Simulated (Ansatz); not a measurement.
# Si(111) with Br on 75 % of the top atoms and H on the rest: bands and core levels, part 4 of 4

Aim: core-level components, unfolded bands and work function of Si(111) with Br on 75 % of the top atoms and H on the rest.

Ansatz 0.2.0; DFT, PBE, plane-wave PAW, scalar-relativistic; PAW set soft_1.

So far, gap on the k-mesh (eV): step 2 (relaxation) 1.05; step 3 (layer-resolved bands, DOS and potential) 1.05.

## 7. Z+1 stand-in on atom 17

System of this step: Si23PH5Br3. The cell holds 32 atoms: 3 Br, 5 H, 23 Si and 1 P. Its edges and angles: a = 7.679 Å, b = 7.679 Å, c = 24.774 Å, α = 90.0°, β = 90.0°, γ = 60.0°. It derives from Si. Regions: ad, 4 atoms (3 Br and 1 H); L1, 4 atoms (4 Si); L2, 4 atoms (4 Si); L3, 4 atoms (4 Si); mid, 4 atoms (1 P and 3 Si); rest, 12 atoms (8 Si and 4 H). Vacuum lies along c.

The same swap on atom 17.

input.yaml

```yaml
crystal:
  lattice:
    - [7.6791796437, 0.0, 0.0]
    - [3.8395898218, 6.6503646517, 0.0]
    - [0.0, 0.0, 24.7737769138]
  atoms:
    - { symbol: Br, position: [0.000185118, 0.000185118, 0.7179113914] }
    - { symbol: Br, position: [0.499629764, 0.000185118, 0.7179113914] }
    - { symbol: Br, position: [0.000185118, 0.499629764, 0.7179113914] }
    - { symbol: H, position: [0.5, 0.5, 0.6892654373] }
    - { symbol: Si, position: [0.000286876, 0.000286876, 0.6271059527] }
    - { symbol: Si, position: [0.4994262479, 0.000286876, 0.6271059527] }
    - { symbol: Si, position: [0.000286876, 0.4994262479, 0.6271059527] }
    - { symbol: Si, position: [0.5, 0.5, 0.6288442807] }
    - { symbol: Si, position: [0.8314732135, 0.3342633933, 0.5962596896] }
    - { symbol: Si, position: [0.3342633933, 0.3342633933, 0.5962596896] }
    - { symbol: Si, position: [0.8333333333, 0.8333333333, 0.5960553901] }
    - { symbol: Si, position: [0.3342633933, 0.8314732135, 0.5962596896] }
    - { symbol: Si, position: [0.8333330457, 0.3333334771, 0.5007224238] }
    - { symbol: Si, position: [0.3333334771, 0.3333334771, 0.5007224238] }
    - { symbol: Si, position: [0.8333333333, 0.8333333333, 0.5004817382] }
    - { symbol: Si, position: [0.3333334771, 0.8333330457, 0.5007224238] }
    - { symbol: P, position: [0.1666666667, 0.1666666667, 0.4685094557] }
    - { symbol: Si, position: [0.6665837695, 0.1668324611, 0.4683801448] }
    - { symbol: Si, position: [0.1668324611, 0.6665837695, 0.4683801448] }
    - { symbol: Si, position: [0.6665837695, 0.6665837695, 0.4683801448] }
    - { symbol: Si, position: [0.1666666667, 0.1666666667, 0.373126513] }
    - { symbol: Si, position: [0.6666666667, 0.1666666667, 0.373126513] }
    - { symbol: Si, position: [0.1666666667, 0.6666666667, 0.373126513] }
    - { symbol: Si, position: [0.6666666667, 0.6666666667, 0.373126513] }
    - { symbol: Si, position: [0.0, 0.0, 0.341490118] }
    - { symbol: Si, position: [0.5, 0.0, 0.341490118] }
    - { symbol: Si, position: [0.0, 0.5, 0.341490118] }
    - { symbol: Si, position: [0.5, 0.5, 0.341490118] }
    - { symbol: H, position: [0.0, 0.0, 0.282556835] }
    - { symbol: H, position: [0.5, 0.0, 0.282556835] }
    - { symbol: H, position: [0.0, 0.5, 0.282556835] }
    - { symbol: H, position: [0.5, 0.5, 0.282556835] }
kpoints:
  mp_grid: { grid: [3, 3, 1] }
scf:
  occupations: { method: fermi_dirac, width: 0.02 }
  n_extra_bands: 25
hamiltonian:
  xc: pbe
  pseudopotentials: { kind: paw, azcp: { folder: soft_1 } }
output:
  forces: true
  write_potential: true
  volumetric_format: []
efield:
  axis: 3
  dipole_correction: true
```

On the command line:

```bash
$ ansatz run input.yaml --threads 4 --pin off --max-ram 11264MiB --backend cpu --events-out ev --progress --plain --runs-dir out
```

Numbers of over 12 decimals in the logs are rounded to 6 here.

The program printed:

```text
[...]
Crystal: 32 atoms, lattice volume = 1265.181 Å³
Basis set: ecut = 420 eV, 24701 PW (Γ), exchange–correlation on 108×108×360 points (8 copies of the dense FFT grid, shifted against one another)
Bands: 87, of which v1, the nominal top of the filled ones, is band 62 counted from 1 (61 counted from 0)
Symmetry: 6 space group operations
[...]
max |Σ_I F_I| component: 1.14e-4 eV/Å
--- Band table (eV) ---
  k-point 0: bands = [... 58 lower, -0.5007, -0.1325, -0.1325, 0.4990, 0.9262, 0.9262, 1.2245, 1.4641, ... 21 higher]
  k-point 1: bands = [... 58 lower, -1.1169, -0.9087, -0.4777, 0.9147, 1.4934, 1.7132, 1.7546, 1.8048, ... 21 higher]
  k-point 2: bands = [... 58 lower, -1.4106, -1.2200, -1.0808, 1.8605, 1.8942, 2.1069, 2.1774, 2.3248, ... 21 higher]
[key lines of the parts left out:]
SCF converged after 16 iterations
Free energy (F): -23809.898687 eV
Fermi energy:    0.912475 eV
Dipole field:    D = -0.035472 V/Å  (p = -0.248011 e·Å, saw-weighted, corrected)
Work function:   Φ+ = 4.4379 eV   Φ− = 3.5591 eV
```

The job ended after 46 s (4 threads of Intel Xeon at 2.50GHz (Skylake/Cascade Lake), shared host; peak memory 1.9 GiB).

This step gave:

| Item | Value |
| --- | --- |
| free energy | -23809.8987 eV |
| energy at zero smearing | -23809.8866 eV |
| smearing term TS | 0.02411 eV |
| Fermi energy | 0.9125 eV |
| symmetry operations | 6 |

## 8. Shifts from the Z+1 runs

An atom with a screened core hole acts like the next element, so the difference of two such total energies is the shift between the two sites; positive is more bound. Shifts count from the last listed atom of each element.

| atom | region | replaced by | shell meant | free energy (eV) | shift (eV) |
| --- | --- | --- | --- | --- | --- |
| Si5 | layer 1 | P | 2p | -23809.208 | +0.69 |
| Si8 | layer 1 | P | 2p | -23809.782 | +0.12 |
| Si9 | layer 2 | P | 2p | -23809.940 | -0.04 |
| Si17 | middle | P | 2p | -23809.899 | +0.00 |

The stand-in's nearest image is 7.7 Å away. The method gives no absolute levels and the same shift for every shell of an atom.

## 9. What came out

```json
{
 "ionisation potential": "5.39 eV (upper face; lower face 4.62 eV)",
 "electron affinity (Kohn–Sham)": "4.33 eV (slab's lowest empty level against the upper vacuum)",
 "Si core shifts among the listed atoms, from the last listed one": "-0.04 to +0.69 eV"
}
```

The valence top of Si(111) with Br on 75 % of the top atoms and H on the rest lies 5.39 eV (upper face; lower face 4.62 eV) below the vacuum and the lowest empty level 4.33 eV below the vacuum of the upper face. Only the strongest levels a point were stored, too few to count surface states. The upper face's value lies 0.77 eV above that of the hydrogen-covered lower face; the difference is the dipole step of the groups. Core shifts by the Z+1 route: Si -0.04 to +0.69 eV. Among the sites run, the most bound Si 2p level is that of Si5 (layer 1), bonded to 3 Si and 1 Br; the least bound, 0.73 eV shallower, that of Si9 (layer 2), bonded to 4 Si. That is the order that electronegative neighbours give as a rule, though screening of the hole enters too. With the next element in place the extra electron enters the lowest empty band of the cell, and its attraction to the stand-in enters the order. At 21.2 eV the valence spectrum has its highest listed peaks within 10.8 eV at 1.5 eV (Br 4p), 2.0 eV (Br 4p), 2.5 eV (Br 4p), 3.1 eV (Br 4p) and 3.6 eV (Br 4p). At 1486.7 eV the valence spectrum has its highest listed peaks within 13 eV at 1.5 eV (Br 4p), 2.0 eV (Br 4p), 2.5 eV (Br 4p), 3.6 eV (Br 4p) and 6.6 eV (Si 3s), and the deeper Br 4s line at 14.9 eV is higher still. The shell named is the one with most of the intensity, cross sections included, not always the one with most states there. In the main run, from 1486.7 eV towards hard X-rays the Br 4s share grows by 23 points, as its cross section falls more slowly with photon energy than those of the shells it gains on. The spectra rest on a 3×3×1 mesh, so closely spaced maxima can be ripples of the mesh. The slab's own atoms span 7.1 Å, so bulk bands appear as a few quantum-well levels, and states of the two faces can mix. The affinity uses the Kohn–Sham gap, which is too small, so the true affinity is lower and the true ionisation potential usually higher.

[Logs are printed without paths, hosts, clocks, repeated set-up lines and the standing remarks that a program may print on its own settings, such as how far it seeks lower states.]

[Hosts, paths, dates, database ids (printed as entryN), source tags and the programs' standing remarks are cut or masked in the printed files.]

[Maps of the electrostatic potential energy from Ansatz leave out the sawtooth potential of an applied field or a dipole correction, so their vacuum need not be flat; work functions include it.]
